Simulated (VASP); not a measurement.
# CdO (Fm-3m) in VASP: relaxation of cell and atoms with PBEsol

Aim: the relaxation of cell and atoms of CdO with PBEsol.

Program: VASP 6.6.1. These are calculated values, not measurements. Logs are shortened: lines on timing, memory, paths and dates and some standing lists are left out, and cuts for length are marked.

**1. The crystal as given**

The structure is cubic, space group Fm-3m (No. 225). The conventional cell has a = 4.705 Å, b = 4.705 Å, c = 4.705 Å, α = 90.00°, β = 90.00°, γ = 90.00°. Around Cd (site symmetry m-3m) lie 6 O at 2.35 Å. O (site symmetry m-3m) has 6 Cd at 2.35 Å as nearest neighbours.

The cell was built by a generator and needn't be a form met in nature.

**2. Relaxation of cell and atoms, PBEsol**

The input, INCAR:

```
SYSTEM = CdO
ALGO = Normal
EDIFF = 1E-7
EDIFFG = -0.005
ENCUT = 600
GGA = PS
IBRION = 2
ISIF = 3
ISMEAR = 0
LASPH = .True.
LCHARG = .False.
LREAL = .False.
LWAVE = .False.
NELM = 80
NSW = 90
PREC = Accurate
SIGMA = 0.03
```

The input, KPOINTS:

```
k-points
0
Gamma
  12 12 12
  0 0 0
```

The input, POSCAR:

```
CdO                                     
1.0
    0.0000000000      2.3523961160      2.3523961160
    2.3523961160      0.0000000000      2.3523961160
    2.3523961160      2.3523961160      0.0000000000
  Cd              O             
     1     1
Direct
     0.0000000000000000    0.0000000000000000    0.0000000000000000
     0.5000000000000000    0.5000000000000000    0.5000000000000000
```

Potentials or basis: VASP PAW PBE potentials, release 64 (Cd, O).

On the command line:

```console
$ cat potpaw_PBE.64/Cd/POTCAR potpaw_PBE.64/O/POTCAR > POTCAR
$ mpirun -np 1 vasp_std > vasp.out
```

OUTCAR:

```text
SYSTEM = CdO
   EDIFF = 1E-7
   EDIFFG = -0.005
   ENCUT = 600
   GGA = PS
   IBRION = 2
   ISIF = 3
   ISMEAR = 0
   LASPH = .True.
   LREAL = .False.
   NELM = 80
   NSW = 90
   PREC = Accurate

 ion  position               nearest neighbor table
   1  0.000  0.000  0.000-   2 2.35   2 2.35   2 2.35   2 2.35   2 2.35   2 2.35
   2  0.500  0.500  0.500-   1 2.35   1 2.35   1 2.35   1 2.35   1 2.35   1 2.35

  LATTYP: Found a face centered cubic cell.
 ALAT       =     4.7047922320

  Lattice vectors:

 A1 = (   0.0000000000,   2.3523961160,   2.3523961160)
 A2 = (   2.3523961160,   0.0000000000,   2.3523961160)
 A3 = (   2.3523961160,   2.3523961160,   0.0000000000)

Analysis of symmetry for initial positions (statically):
=====================================================================
 Subroutine PRICEL returns:
 Original cell was already a primitive cell.

 Routine SETGRP: Setting up the symmetry group for a
 face centered cubic supercell.

 Subroutine GETGRP returns: Found 48 space group operations
 (whereof 48 operations were pure point group operations)
 out of a pool of 48 trial point group operations.

The static configuration has the point symmetry O_h .

Analysis of symmetry for dynamics (positions and initial velocities):
=====================================================================
 Subroutine PRICEL returns:
 Original cell was already a primitive cell.

 Routine SETGRP: Setting up the symmetry group for a
 face centered cubic supercell.

 Subroutine GETGRP returns: Found 48 space group operations
 (whereof 48 operations were pure point group operations)
 out of a pool of 48 trial point group operations.

The dynamic configuration has the point symmetry O_h .

 Subroutine INISYM returns: Found 48 space group operations
 (whereof 48 operations are pure point group operations),
 and found     1 'primitive' translations

----------------------------------------------------------------------------------------

                                     Primitive cell

  volume of cell :      26.0352

  direct lattice vectors                    reciprocal lattice vectors
     0.000000000  2.352396116  2.352396116    -0.212549237  0.212549237  0.212549237
     2.352396116  0.000000000  2.352396116     0.212549237 -0.212549237  0.212549237
     2.352396116  2.352396116  0.000000000     0.212549237  0.212549237 -0.212549237

  length of vectors
     3.326790491  3.326790491  3.326790491     0.368146078  0.368146078  0.368146078

  position of ions in fractional coordinates (direct lattice)
[... 93 lines left out ...]
   EFERMI =   0.00;   METHOD = LEGACY
   ISMEAR =     0;   SIGMA  =   0.03  broadening in eV -4-tet -1-fermi 0-gaus
   EFERMI_NEDOS =   21; number of points for ismear=-14 and -15
   IALGO  =     38    algorithm
   IMIX   =      4    mixing-type and parameters
     AMIX     =   0.40;   BMIX     =  1.00
     AMIX_MAG =   1.60;   BMIX_MAG =  1.00
  volume/ion in A,a.u.               =      13.02        87.85
  Fermi-wavevector in a.u.,A,eV,Ry     =   1.447589  2.735546 28.511190  2.095513
  Thomas-Fermi vector in A             =   2.565526
   LORBIT       =      0    0 simple, 1 ext, 2 COOP (PROOUT), +10 PAW based schemes
   GGA     = PS    functional components
   LHFCALC =     F    Hartree Fock is set to
   AEXX    =    0.0000 exact exchange contribution
   IVDW    =     0    specifies the selected vdW correction
   LEPSILON=     F    determine dielectric tensor
   LRPA    =     F    only Hartree local field effects (RPA)
 conjugate gradient relaxation of ions
 non-spin polarized calculation
 Gauss-broadening in eV      SIGMA  =   0.03
  energy-cutoff  :      600.00
  volume of cell :       26.04
 maximum number of plane-waves:       893
   NGX = 13   NGY = 13   NGZ = 13

 number of electron      18.0000002 magnetization

 Free energy of the ion-electron system (eV)
  ---------------------------------------------------
  ext. energy  EPLUGINS =         0.00000000
  ---------------------------------------------------
  free energy    TOTEN  =        -8.50572274 eV

  energy without entropy =       -8.50567702  energy(sigma->0) =       -8.50569988

 E-fermi :   1.8753     XC(G=0): -11.9422

 val. band max:        1.8491208607   @ k =   0.5000   0.0000   0.0000
 cond. band min:       2.1416358649   @ k =   0.0833   0.0000   0.0000
 fundamental gap:      0.2925150042
 Fermi energy:         1.8752541953

 k-point     1 :       0.0000    0.0000    0.0000
  band No.  band energies     occupation
      1     -15.4488      2.00000
      2      -4.8051      2.00000
      3      -4.8051      2.00000
      4      -4.8051      2.00000
      5      -4.5027      2.00000
      6      -4.5027      2.00000
      7       0.5009      2.00000
      8       0.5009      2.00000
      9       0.5009      2.00000
     10       1.3096      2.00000
     11      16.6108      0.00000
     12      18.7063      0.00000
     13      18.7063      0.00000
[... 354 lines left out ...]
  band No.  band energies     occupation
      1     -14.6527      2.00000
      2      -5.5686      2.00000
      3      -5.2731      2.00000
      4      -5.1787      2.00000
      5      -4.2707      2.00000
      6      -4.2478      2.00000
      7      -1.8792      2.00000
      8       0.6436      2.00000
      9       1.5985      2.00000
     10       7.3846      0.00000
     11       8.7356      0.00000
     12      12.0176      0.00000
     13      14.0176      0.00000

 [... further k-points ...]

------------------------ aborting loop because EDIFF is reached ----------------------------------------

  FORCE on cell =-STRESS in cart. coord.  units (eV):
  Direction    XX          YY          ZZ          XY          YZ          ZX
  --------------------------------------------------------------------------------------
  -------------------------------------------------------------------------------------
  Total       -0.0028344     -0.0028344     -0.0028344      0.0000000      0.0000000     -0.0000000
  in kB       -0.1744273     -0.1744273     -0.1744273      0.0000000      0.0000000     -0.0000000
  external PRESSURE =      -0.1744273 kB  Pullay stress =       0.0000000 kB

 VOLUME and BASIS-vectors are now :
 -----------------------------------------------------------------------------
  energy-cutoff  :      600.00
  volume of cell :       26.04
      direct lattice vectors                 reciprocal lattice vectors
     0.000000000  2.352396116  2.352396116    -0.212549237  0.212549237  0.212549237
     2.352396116  0.000000000  2.352396116     0.212549237 -0.212549237  0.212549237
     2.352396116  2.352396116  0.000000000     0.212549237  0.212549237 -0.212549237

 POSITION                                       TOTAL-FORCE (eV/Angst)
 -----------------------------------------------------------------------------------
      0.00000      0.00000      0.00000        -0.000000     -0.000000     -0.000000
      2.35240      2.35240      2.35240         0.000000      0.000000      0.000000
 -----------------------------------------------------------------------------------
    total drift:                                0.000000      0.000000      0.000000

  FREE ENERGIE OF THE ION-ELECTRON SYSTEM (eV)
  ---------------------------------------------------
  free  energy   TOTEN  =        -8.5057227368 eV

  energy  without entropy=       -8.5056770159  energy(sigma->0) =       -8.50569988

 reached required accuracy - stopping structural energy minimisation
```

OSZICAR:

```text
N       E                     dE             d eps       ncg     rms          rms(c)
DAV:   1     0.129864975698E+03    0.12986E+03   -0.11657E+04  1944   0.160E+03
DAV:   2    -0.528995731906E+01   -0.13515E+03   -0.12640E+03  2102   0.354E+02
DAV:   3    -0.100588520940E+02   -0.47689E+01   -0.47499E+01  2022   0.742E+01
DAV:   4    -0.100758106409E+02   -0.16959E-01   -0.16957E-01  2022   0.432E+00
DAV:   5    -0.100758545899E+02   -0.43949E-04   -0.43949E-04  2017   0.212E-01    0.989E+00
DAV:   6    -0.857639932248E+01    0.14995E+01   -0.51629E+00  2513   0.440E+01    0.900E+00
DAV:   7    -0.853057944077E+01    0.45820E-01   -0.62522E-01  1872   0.914E+00    0.471E+00
DAV:   8    -0.850995395264E+01    0.20625E-01   -0.11125E-01  1937   0.341E+00    0.643E-01
DAV:   9    -0.850570993767E+01    0.42440E-02   -0.99012E-03  2020   0.115E+00    0.122E-01
DAV:  10    -0.850570668777E+01    0.32499E-05   -0.97343E-04  1922   0.371E-01    0.459E-02
DAV:  11    -0.850572854140E+01   -0.21854E-04   -0.80449E-05  1957   0.101E-01    0.265E-02
DAV:  12    -0.850572279397E+01    0.57474E-05   -0.20564E-05  1952   0.564E-02    0.554E-03
DAV:  13    -0.850572273684E+01    0.57128E-07   -0.77425E-07  1937   0.113E-02
   1 F= -.85057227E+01 E0= -.85056999E+01  d E =-.850572E+01
```

Run time: 21 s. Hardware: 1 thread of Intel Xeon Platinum 8488C (Sapphire Rapids), shared host; peak memory 0.18 GiB.

What came out:

- Free energy: -8.5057 eV
- Pressure after relaxing: 0.0 GPa
- Band gap on the k mesh: none (metal or under the smearing width)

Final structure:
```
CELL_PARAMETERS angstrom
0.00000 2.35240 2.35240
2.35240 0.00000 2.35240
2.35240 2.35240 0.00000
ATOMIC_POSITIONS crystal
Cd 0.00000 0.00000 0.00000
O 0.50000 0.50000 0.50000
```

Caveat: the relaxation stopped at its first step, so nothing moved; the PAW data sets were made with another functional, which shifts forces and pressure a little; this crystal is a semiconductor, whose small gap the functional closes, so the metal is an error of the method.
